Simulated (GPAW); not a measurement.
# Al3Cu2 (P-3m1) in GPAW: convergence with k mesh

Aim: find how far k mesh must go before the results for Al3Cu2 settle, at r2SCAN. This setting moves, with any that are tied to it; all else stays.

All numbers are computed with GPAW 26.7.0; they aren't measurements. Logs are shortened: lines on timing, memory, paths and dates and some standing lists are left out, and cuts for length are marked. The log counts tension as positive stress, the text compression.

## 1. Starting point

The structure is trigonal, space group P-3m1 (No. 164). Conventional cell: a = 4.092 Å, b = 4.092 Å, c = 4.993 Å, α = 90.00°, β = 90.00°, γ = 120.00°. Cu (site symmetry 3m) is surrounded by 8 Al at 2.44 to 2.55 Å. Al (site symmetry 3m) is surrounded by 5 Cu at 2.44 to 2.55 Å and 3 Al at 2.80 Å. Al (site symmetry -3m) is surrounded by 6 Cu at 2.49 Å.

The cell comes from a database or a generator and needn't be the stable form of this composition.

## 2. With k mesh 2 × 2 × 2

run.py reads:

```python
from ase.dft.bandgap import bandgap
from ase.io import read, write
from ase.units import GPa
from gpaw import GPAW, PW

atoms = read('Al3Cu2.xyz')

calc = GPAW(mode=PW(600),
            xc='MGGA_X_R2SCAN+MGGA_C_R2SCAN',
            kpts={'size': (2, 2, 2), 'gamma': True},
            occupations={'name': 'fermi-dirac', 'width': 0.05},
            nbands=32,
            convergence={'density': 1e-05, 'energy': 1e-05},
            maxiter=100,
            txt='gpaw.txt')
atoms.calc = calc
energy = atoms.get_potential_energy()
forces = atoms.get_forces()
stress = atoms.get_stress()
calc.write('gs.gpw')
write('result.traj', atoms)
print(f'Energy: {energy:.6f} eV')
print('Forces (eV/A):')
print(forces.round(4))
print('Stress (GPa):', (stress / GPa).round(3))
print('Fermi level:', round(calc.get_fermi_level(), 4), 'eV')
print(f'Gap: {bandgap(calc)[0]:.4f} eV, direct: {bandgap(calc, direct=True)[0]:.4f} eV')
```

Al3Cu2.xyz reads:

```xyz
5
Lattice="4.0919516368 0.0000000000 0.0000000000 -2.0459758184 3.5437340685 0.0000000000 0.0000000000 0.0000000000 4.9927787000" Properties=species:S:1:pos:R:3 pbc="T T T"
Cu     2.0459758186      1.1812446894      0.8012804189
Cu    -0.0000000002      2.3624893791      4.1914982811
Al     2.0459758186      1.1812446894      3.2456788659
Al    -0.0000000002      2.3624893791      1.7470998341
Al     0.0000000000      0.0000000000      0.0000000000
```

Potentials or basis: GPAW PAW data sets (gpaw-data 1.2.1), pw.

Run with:

```
OMP_NUM_THREADS=1 python run.py
```

gpaw.txt:

```text
__  _  _
 | _ |_)|_||  |
 |__||  | ||/\| - 26.7.0

Input parameters:
  mode=PW(ecut=600.0),
  convergence={'density': 1e-05, 'energy': 1e-05},
  kpts=MonkhorstPack(size=(2, 2, 2), gamma=True),
  maxiter=100,
  nbands=32,
  occupations=Occupations(name='fermi-dirac', width=0.05),
  xc=XC(name='MGGA_X_R2SCAN+MGGA_C_R2SCAN')

Diagonalizing LCAO Hamiltonian
Converting LCAO to pw mode

         Cu

             Al
         Al

             Cu
       Al

Atoms  # Å, Bohr magnetons
|   | symbol |         x |        y |        z |    initial magnetic moments |
|---|--------|-----------|----------|----------|-----------------------------|
| 0 |     Cu |  2.045976 | 1.181245 | 0.801280 | ( 0.0000,  0.0000,  0.0000) |
| 1 |     Cu | -0.000000 | 2.362489 | 4.191498 | ( 0.0000,  0.0000,  0.0000) |
| 2 |     Al |  2.045976 | 1.181245 | 3.245679 | ( 0.0000,  0.0000,  0.0000) |
| 3 |     Al | -0.000000 | 2.362489 | 1.747100 | ( 0.0000,  0.0000,  0.0000) |
| 4 |     Al |  0.000000 | 0.000000 | 0.000000 | ( 0.0000,  0.0000,  0.0000) |

Unit cell  # Å
| periodic |         x |        y |        z |  lengths |     angles |
|----------|-----------|----------|----------|----------|------------|
|      yes |  4.091952 | 0.000000 | 0.000000 | 4.091952 |  90.000000 |
|      yes | -2.045976 | 3.543734 | 0.000000 | 4.091952 |  90.000000 |
|      yes |  0.000000 | 0.000000 | 4.992779 | 4.992779 | 120.000000 |

Number of symmetries: 12
Symmetry operations  # r_c * U_cc + t_c -> r_c
|    | kind |            matrix            |
|----|------|------------------------------|
|  0 |  σ   |  1, 1, 0,  0,-1, 0,  0, 0, 1 |
|  1 |  S6  |  1, 1, 0, -1, 0, 0,  0, 0,-1 |
|  2 |  E   |  1, 0, 0,  0, 1, 0,  0, 0, 1 |
|  3 |  C2  |  1, 0, 0, -1,-1, 0,  0, 0,-1 |
|  4 |  C2  |  0, 1, 0,  1, 0, 0,  0, 0,-1 |
|  5 |  C3  |  0, 1, 0, -1,-1, 0,  0, 0, 1 |
|  6 |  S6  |  0,-1, 0,  1, 1, 0,  0, 0,-1 |
|  7 |  σ   |  0,-1, 0, -1, 0, 0,  0, 0, 1 |
|  8 |  σ   | -1, 0, 0,  1, 1, 0,  0, 0, 1 |
|  9 |  i   | -1, 0, 0,  0,-1, 0,  0, 0,-1 |
| 10 |  C3  | -1,-1, 0,  1, 0, 0,  0, 0, 1 |
| 11 |  C2  | -1,-1, 0,  0, 1, 0,  0, 0,-1 |

BZ-sampling:
  Number of BZ points: 8
  Number of IBZ points: 4

  Monkhorst-Pack size: [2, 2, 2]
  Monkhorst-Pack shift: [0.25, 0.25, 0.25]

K-points  # in reciprocal-cell coordinates
|   |                                coordinates |     weight |
|---|--------------------------------------------|------------|
| 0 | (  0.00000000,   0.00000000,   0.00000000) | 0.12500000 |
| 1 | (  0.00000000,   0.00000000,   0.50000000) | 0.12500000 |
| 2 | (  0.50000000,   0.50000000,   0.00000000) | 0.37500000 |
| 3 | (  0.50000000,   0.50000000,   0.50000000) | 0.37500000 |

Plane wave coefficients: 2444
Cutoff: 600.0 eV

Spin-components: 1 (collinear spins)
Bands:           32
Projectors:      27
Spin-degeneracy: 2
Datatype:        complex128

Parallelization:
  kpt:    1
  domain: 1
  band:   1

Density:
  Valence electrons: 31.0
  Components: 1
  Grid points: [24 24 30]
  Charge: 0.0  # |e|

Potential:
  Grid points: [24 24 30]

species:
  Cu:
    name:    Copper
    Z:       29.0
    valence: 11
    core:    18
    charge:  0.0  # [|e|]
    compensation charges:
      type: gauss
      rc: 0.33  # [Å]
      lmax: 2
    cutoffs:
      filter: 2.06  # [Å]
      core: 2.43  # [Å]
    projectors
    | kind |    occ | energy [eV] | rcut [Å] |
    |------|--------|-------------|----------|
    |   4s |  1.000 |      -4.609 |    1.164 |
    |   4p |  0.000 |      -0.698 |    1.164 |
    |   3d | 10.000 |      -5.039 |    1.058 |
    |    s |        |      22.603 |    1.164 |
    |    p |        |      26.513 |    1.164 |
    |    d |        |      22.172 |    1.058 |

    Using partial waves for Cu as LCAO basis

  Al:
    name:    Aluminium
    Z:       13.0
    valence: 3
    core:    10
    charge:  0.0  # [|e|]
    compensation charges:
      type: gauss
      rc: 0.34  # [Å]
      lmax: 2
    cutoffs:
      filter: 1.91  # [Å]
      core: 2.36  # [Å]
    projectors
    | kind |    occ | energy [eV] | rcut [Å] |
    |------|--------|-------------|----------|
    |   3s |  2.000 |      -7.753 |    1.085 |
    |   3p |  1.000 |      -2.712 |    1.085 |
    |    s |        |      19.459 |    1.085 |
    |    p |        |      24.499 |    1.085 |
    |    d |        |       0.000 |    1.085 |

    Using partial waves for Al as LCAO basis

Reference energy: -109853.173477  # eV

eigensolver:
  PPCG
  Converge bands: occupied
  niter=2

density mixing:
  MSR1-Mixer
  Pratt-step length: 0.05
  Maximum mixing coefficient: 0.75
  Old densities: 10
  SVD Regularization: 0.005
  Good broyden scale: 1.0
  Trust region scale: 1.0
  Backstep threshold: 4.0
  History deletion threshold: 6.0
  Fourier metric: weight=20.0, sigma=0.015

occupation numbers:
  Fermi-Dirac:
    width: 0.0500  # eV

poisson solver:
  ecut: 4800.0  # eV

xc functional:
  name: MGGA_X_R2SCAN+MGGA_C_R2SCAN with 2 nearest neighbor stencil

convergence criteria:
[... 6 lines left out ...]
|iter     | |      energy | eigst |  dens |
|---------|-|-------------|-------|-------|
|iter:   1| |  -43.927453 | +0.52 |       |
|iter:   2| |  -40.267352 | -1.05 | -0.74 |
|iter:   3| |  -39.108047 | -1.42 | -0.91 |
|iter:   4| |  -38.927655 | -2.11 | -1.16 |
|iter:   5| |  -38.914823 | -2.28 | -1.39 |
|iter:   6| |  -38.903938 | -3.25 | -1.97 |
|iter:   7| |  -38.905151 | -3.96 | -2.33 |
|iter:   8| |  -38.905147 | -5.35 | -3.16 |
|iter:   9| |  -38.905145c| -6.84 | -3.62 |
|iter:  10| |  -38.905165c| -7.29 | -3.87 |
|iter:  11| |  -38.905170c| -8.01c| -4.30 |
|iter:  12| |  -38.905172c| -8.96c| -4.85 |
|iter:  13| |  -38.905173c| -8.91c| -5.62c|

Converged in 13 steps
Energy contributions relative to reference atoms: (reference = -109853.173477)

Energy contributions:
  Kinetic:          -5.418994
  Coulomb:           8.400821
  Zero:              0.087767
  External:          0.000000
  Xc:              -41.959902
  Entropy:          -0.029728
  Spinorbit:         0.000000
  ----------------------------
  Free energy:     -38.920037
  Extrapolated:    -38.905173

dipole moment: (-3.489925, -6.044727, -8.516435)  # |e|*Ang

Fermi level: 7.954
Eigenvalues  # (at kpt = [0.000, 0.000, 0.000])
| band index |      eig [eV] | occ [0-2] |
|------------|---------------|-----------|
|          0 |        -3.952 |     2.000 |
|        ... |               |           |
|          7 |         3.116 |     2.000 |
|          8 |         3.116 |     2.000 |
|          9 |         3.490 |     2.000 |
|         10 |         3.490 |     2.000 |
|         11 |         4.066 |     2.000 |
|         12 |         4.113 |     2.000 |
[... 8 lines left out ...]
|         21 |        13.779 |     0.000 |
|         22 |        14.125 |     0.000 |
|        ... |               |           |
|         31 |        21.500 |     0.000 |

No gap
No difference between direct/indirect transitions

Forces  # eV/Ang
|        x |        y |        z |
|----------|----------|----------|
| -0.00000 |  0.00000 |  0.37662 |  # Cu   0
|  0.00000 |  0.00000 | -0.37662 |  # Cu   1
| -0.00000 |  0.00000 | -0.39025 |  # Al   2
| -0.00000 |  0.00000 |  0.39025 |  # Al   3
|  0.00000 | -0.00000 |  0.00000 |  # Al   4

Stress tensor  # eV/Ang^3
|         x |         y |         z |
|-----------|-----------|-----------|
| -0.003534 | -0.000000 |  0.000000 |
|  0.000000 | -0.003534 |  0.000000 |
|  0.000000 |  0.000000 | -0.067247 |

# Writing to gs.gpw (mode='')
```

Run time: 30 s. Hardware: 1 thread of Arm Neoverse V1, shared host; peak memory 0.27 GiB.

Results:

| Item | Value |
| --- | --- |
| Free energy | -38.9200 eV |
| Pressure | 4.0 GPa |
| Largest force | 0.390 eV/Å |
| Band gap on the k mesh | none (metal or under the smearing width) |

## 3. With k mesh 3 × 3 × 2

run.py: that of step 2 with these lines changed.

```diff
@@ -9,3 +9,3 @@
             xc='MGGA_X_R2SCAN+MGGA_C_R2SCAN',
-            kpts={'size': (2, 2, 2), 'gamma': True},
+            kpts={'size': (3, 3, 2), 'gamma': True},
             occupations={'name': 'fermi-dirac', 'width': 0.05},
```

Al3Cu2.xyz is that of step 2.

Potentials or basis: GPAW PAW data sets (gpaw-data 1.2.1), pw.

Run with:

```
OMP_NUM_THREADS=1 python run.py
```

It took 39 s on 1 thread of Arm Neoverse V1, shared host; peak memory 0.27 GiB.

What came out:

* Free energy: -39.9107 eV
* Pressure: 1.5 GPa
* Largest force: 0.207 eV/Å
* Band gap on the k mesh: none (metal or under the smearing width)

## 4. With k mesh 3 × 3 × 3

run.py: that of step 3 with these lines changed.

```diff
@@ -9,3 +9,3 @@
             xc='MGGA_X_R2SCAN+MGGA_C_R2SCAN',
-            kpts={'size': (3, 3, 2), 'gamma': True},
+            kpts={'size': (3, 3, 3), 'gamma': True},
             occupations={'name': 'fermi-dirac', 'width': 0.05},
```

Al3Cu2.xyz is that of step 3.

Run with:

```
OMP_NUM_THREADS=1 python run.py
```

Run time: 46 s. Hardware: 1 thread of Arm Neoverse V1, shared host; peak memory 0.27 GiB.

Results:

```yaml
Free_energy: -39.7584 eV
Pressure: 3.3 GPa
Largest_force: 0.069 eV/Å
Band_gap_on_the_k_mesh: none (metal or under the smearing width)
```

## 5. With k mesh 4 × 4 × 3

run.py: that of step 4 with these lines changed.

```diff
@@ -9,3 +9,3 @@
             xc='MGGA_X_R2SCAN+MGGA_C_R2SCAN',
-            kpts={'size': (3, 3, 3), 'gamma': True},
+            kpts={'size': (4, 4, 3), 'gamma': True},
             occupations={'name': 'fermi-dirac', 'width': 0.05},
```

Al3Cu2.xyz is that of step 4.

Run with:

```
OMP_NUM_THREADS=1 python run.py
```

It took 55 s on 1 thread of Arm Neoverse V1, shared host; peak memory 0.27 GiB.

Results (log left out):

| Item | Value |
| --- | --- |
| Free energy | -40.2516 eV |
| Pressure | 2.2 GPa |
| Largest force | 0.048 eV/Å |
| Band gap on the k mesh | none (metal or under the smearing width) |

## 6. With k mesh 5 × 5 × 4

run.py: that of step 5 with these lines changed.

```diff
@@ -9,3 +9,3 @@
             xc='MGGA_X_R2SCAN+MGGA_C_R2SCAN',
-            kpts={'size': (4, 4, 3), 'gamma': True},
+            kpts={'size': (5, 5, 4), 'gamma': True},
             occupations={'name': 'fermi-dirac', 'width': 0.05},
```

Al3Cu2.xyz is that of step 5.

Potentials or basis: GPAW PAW data sets (gpaw-data 1.2.1), pw.

Run with:

```
OMP_NUM_THREADS=1 python run.py
```

Run time: 100 s. Hardware: 1 thread of Arm Neoverse V1, shared host; peak memory 0.29 GiB.

Results (log left out):

```
Free energy            : -40.4122 eV
Pressure               : 1.1 GPa
Largest force          : 0.032 eV/Å
Band gap on the k mesh : none (metal or under the smearing width)
```

## 7. With k mesh 6 × 6 × 4

run.py: that of step 6 with these lines changed.

```diff
@@ -9,3 +9,3 @@
             xc='MGGA_X_R2SCAN+MGGA_C_R2SCAN',
-            kpts={'size': (5, 5, 4), 'gamma': True},
+            kpts={'size': (6, 6, 4), 'gamma': True},
             occupations={'name': 'fermi-dirac', 'width': 0.05},
```

Al3Cu2.xyz is that of step 6.

Run with:

```
OMP_NUM_THREADS=1 python run.py
```

Run time: 2.4 min. Hardware: 1 thread of Arm Neoverse V1, shared host; peak memory 0.3 GiB.

It converged, with:

```yaml
Free_energy: -40.3975 eV
Pressure: 1.1 GPa
Largest_force: 0.026 eV/Å
Band_gap_on_the_k_mesh: none (metal or under the smearing width)
```

## 8. With k mesh 7 × 7 × 5

run.py: that of step 7 with these lines changed.

```diff
@@ -9,3 +9,3 @@
             xc='MGGA_X_R2SCAN+MGGA_C_R2SCAN',
-            kpts={'size': (6, 6, 4), 'gamma': True},
+            kpts={'size': (7, 7, 5), 'gamma': True},
             occupations={'name': 'fermi-dirac', 'width': 0.05},
```

Al3Cu2.xyz is that of step 7.

Run with:

```
OMP_NUM_THREADS=1 python run.py
```

Wall time 3 min (1 thread of Arm Neoverse V1, shared host); peak memory 0.31 GiB.

Results (log left out):

```yaml
Free_energy: -40.4066 eV
Pressure: 1.1 GPa
Largest_force: 0.017 eV/Å
Band_gap_on_the_k_mesh: none (metal or under the smearing width)
```

## 9. Result

```tsv
k mesh	energy less the tightest run, at zero smearing (meV/atom)	pressure (GPa)	largest force (eV/Å)	SCF cycles	CPU time (s)	peak memory (GiB)
2 × 2 × 2	299.41	3.97	0.390	13	30	0.27
3 × 3 × 2	102.25	1.54	0.207	12	39	0.27
3 × 3 × 3	132.16	3.34	0.069	13	46	0.27
4 × 4 × 3	32.59	2.20	0.048	12	55	0.27
5 × 5 × 4	-1.21	1.09	0.032	12	100	0.29
6 × 6 × 4	2.29	1.13	0.026	13	140	0.3
7 × 7 × 5	0.00	1.12	0.017	12	180	0.31
```

Against the tightest run, the pressure stays within 0.1 GPa from 5 × 5 × 4 on. Not settled before the last step: the energy (to 1 meV/atom), the largest force (to 0.005 eV/Å). Meshes of other sizes hit other points, so gaps and Fermi surfaces needn't settle smoothly. The tightest run that finished is the yardstick and may itself not be fully converged.

Caveats: with this Cu data set, volumes or pressures lay over 1.5 % or 2 GPa off other programs in two to four cells of ten; the PAW data sets were made with another functional, which shifts forces and pressure a little.
